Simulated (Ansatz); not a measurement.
# TePb (Fm-3m): how far a G0W0 gap depends on its settings

Aim: test how the G0W0 gap of the published phase of TePb (Fm-3m) moves with the number of bands, the screening cutoff and the other choices.

The runs shown are made with Ansatz 0.2.0. G0W0, plane waves. Spin-unpolarised throughout; all numbers are computed.

2 further runs of the same task are left out: 2 that didn't finish.

### Step 1. The system as given

The cell was relaxed beforehand with r2SCAN.

It is cubic, Fm-3m (No. 225); conventional cell a = 6.536 Å, 34.90 Å³ an atom. Near Te stand 6 Pb at 3.27 Å; near Pb stand 6 Te at 3.27 Å.

Coordinates:

```
CELL_PARAMETERS angstrom
0.00000 3.26786 3.26786
3.26786 0.00000 3.26786
3.26786 3.26786 0.00000
ATOMIC_POSITIONS crystal
Te 0.50000 0.50000 0.50000
Pb 0.00000 0.00000 0.00000
```

### Step 2. From PBE, 60 empty bands, 80 eV

Input file input.yaml:

```yaml
crystal:
  lattice:
    - [0.0, 3.2678555508, 3.2678555508]
    - [3.2678555508, 0.0, 3.2678555508]
    - [3.2678555508, 3.2678555508, 0.0]
  atoms:
    - { symbol: Te, position: [0.5, 0.5, 0.5] }
    - { symbol: Pb, position: [0.0, 0.0, 0.0] }
kpoints:
  mp_grid: { grid: [2, 2, 2] }
hamiltonian:
  xc: pbe
scf:
  occupations: { method: fixed }
gw:
  n_empty_bands: 60
  ecut_chi: 80
  qp_bands: [v1, c1]
  qp_kpoints: band_edges
  screening: { model: godby_needs }
```

Launch:

```console
$ ansatz run input.yaml --threads 4 --pin off --max-ram 3686MiB --backend cpu --events-out ev --progress --plain --runs-dir out
```

### Step 3. From HSE06, 60 empty bands, 80 eV

input.yaml, as its differences from that of step 2:

```diff
@@ -11,3 +11,3 @@
 hamiltonian:
-  xc: pbe
+  xc: hse06
 scf:
@@ -19,2 +19,2 @@
   qp_kpoints: band_edges
-  screening: { model: godby_needs }
+  screening: { model: contour_deformation }
```

### Step 4. From HSE06, 120 empty bands, 150 eV

input.yaml, as its differences from that of step 3:

```diff
@@ -15,4 +15,4 @@
 gw:
-  n_empty_bands: 60
-  ecut_chi: 80
+  n_empty_bands: 120
+  ecut_chi: 150
   qp_bands: [v1, c1]
```

**Question.** What will these runs give? Wanted: for each run, start; potentials; frequencies; empty bands; cutoff; Kohn-Sham gap; G0W0 gap.

**Answer**, as computed:

```
start  potentials  frequencies  empty bands  cutoff (eV)   mesh  Kohn-Sham gap (eV)  G0W0 gap (eV)
  PBE         PAW         pole           60           80  2×2×2                0.65           0.87
HSE06         PAW         full           60           80  2×2×2                1.28           1.01
HSE06         PAW         full          120          150  2×2×2                1.28           1.09
```

Gaps are those on each run's own mesh.

What this shows: Over the runs in the table the G0W0 gap on the mesh spans 0.87 to 1.09 eV, and the shift from the starting levels -0.27 to +0.22 eV; where more than one setting differs between two runs, no single one explains their difference. The G0W0 figures hold for the stated bands, cutoff and mesh and aren't extrapolated. Spin-orbit coupling is left out.
